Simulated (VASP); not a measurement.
**Ni: relaxation of cell and atoms with LDA**

The system is Ni.

```
CELL_PARAMETERS angstrom
-1.35875 1.35875 1.35875
1.35875 -1.35875 1.35875
1.35875 1.35875 -1.35875
ATOMIC_POSITIONS crystal
Ni 0.00000 0.00000 0.00000
```

The cell was built by a generator and needn't be a form met in nature.

```
Program                : VASP 6.6.1
Task                   : relaxation of cell and atoms
Functional             : LDA
Potentials or basis    : VASP PAW LDA potentials, release 64 (Ni)
Cutoff                 : 600 eV
k mesh                 : 18 × 18 × 18
Occupations            : methfessel-paxton, width 0.1 eV
Spin                   : collinear spin, ferromagnetic start
Starting moments       : [2.0] μB
Further INCAR settings : ALGO = Normal; EDIFF = 1e-07; AMIX = 0.2; BMIX = 0.0001; IBRION = 2; EDIFFG = -0.005; NSW = 90; ISIF = 3
```

```
Relaxed volume                                        : 10.03 Å³/atom
Relaxed cell                                          : a = 2.353 Å, b = 2.353 Å, c = 2.353 Å, α = 109.47°, β = 109.47°, γ = 109.47°
Space group after relaxing (to 0.05 Å)                : Im-3m (No. 229)
Energy gained by relaxing                             : 0.0 meV/atom
Ionic steps                                           : 3
Pressure after relaxing                               : 0.0 GPa
Band gap on the k mesh                                : none (metal or under the smearing width)
Net moment                                            : 0.00 μB per cell
Valence electrons inside the program's atomic spheres : Ni 9.48
```

Final structure:
```
Ni
1.0
    -1.35836    1.35836    1.35836
     1.35836   -1.35836    1.35836
     1.35836    1.35836   -1.35836
Ni
1
Direct
  0.00000 0.00000 0.00000
```

Levels at points of the mesh, in eV from the Fermi level:
Spin up:
| k point | band 1 | band 2 | band 3 | band 4 | band 5 | band 6 | band 7 | band 8 | band 9 | band 10 |
| --- | --- | --- | --- | --- | --- | --- | --- | --- | --- | --- |
| (0.00, 0.00, 0.00) | -9.38 | -2.16 | -2.16 | -2.16 | -0.62 | -0.62 | 27.39 | 27.39 | 27.39 | 32.91 |
| (0.50, 0.00, 0.00) | -4.86 | -3.23 | -0.68 | -0.43 | 0.26 | 0.44 | 7.36 | 19.91 | 21.26 | 25.20 |
| (0.50, 0.50, 0.50) | -4.45 | -4.45 | 0.18 | 0.18 | 0.18 | 10.33 | 10.33 | 10.33 | 16.74 | 16.74 |
Spin down:
```tsv
k point	band 2	band 3	band 4	band 5	band 6	band 7	band 8	band 9
(0.00, 0.00, 0.00)	-2.16	-2.16	-2.16	-0.62	-0.62	27.39	27.39	27.39
(0.50, 0.00, 0.00)	-3.23	-0.68	-0.43	0.26	0.44	7.36	19.91	21.26
(0.50, 0.50, 0.50)	-4.45	0.18	0.18	0.18	10.33	10.33	10.33	16.74
```

Run time: 52 s on 1 thread of Intel(R) Xeon(R) 6975P-C (Granite Rapids) (shared host), peak memory 0.16 GiB.

Caveat: the starting moments collapsed, and a magnetic state may lie lower.
